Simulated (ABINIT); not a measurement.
The system is MoS2.

```
Mo S
1.0
     3.22746    0.00000    0.00000
    -1.61373    2.79507    0.00000
     0.00000    0.00000    6.31247
Mo S
1 2
Direct
  0.00000 0.00000 0.50000
  0.66667 0.33333 0.74468
  0.33333 0.66667 0.25532
```

Measurements of this composition are mostly on another form, of space group No. 194.

Base run:

| Quantity | Value |
| --- | --- |
| Program | ABINIT 10.8.3 (patched build) |
| Functional | PBEsol |
| Potentials or basis | PseudoDojo NC SR PBEsol v0.4 stringent |
| Cutoff | 980 eV |
| k mesh | 7 × 7 × 3 |
| Occupations | fermi-dirac, width 0.05 eV |
| Spin | no spin polarisation |

Its results: band gap on the k mesh none (metal or under the smearing width); pressure -3.3 GPa; largest force 0.007 eV/Å.

The run is repeated on the same cell with these changes: functional from PBEsol to LDA; potentials or basis from PseudoDojo NC SR PBEsol v0.4 stringent to PseudoDojo NC SR LDA v0.4.1 standard; cutoff from 980 eV to 952 eV. What comes out?

Band gap on the k mesh none (metal or under the smearing width); pressure -5.9 GPa; largest force 0.168 eV/Å.

Caveats: this functional lacks dispersion, which binds the layers, so the pressure and a relaxed spacing across them are unreliable (some runs).
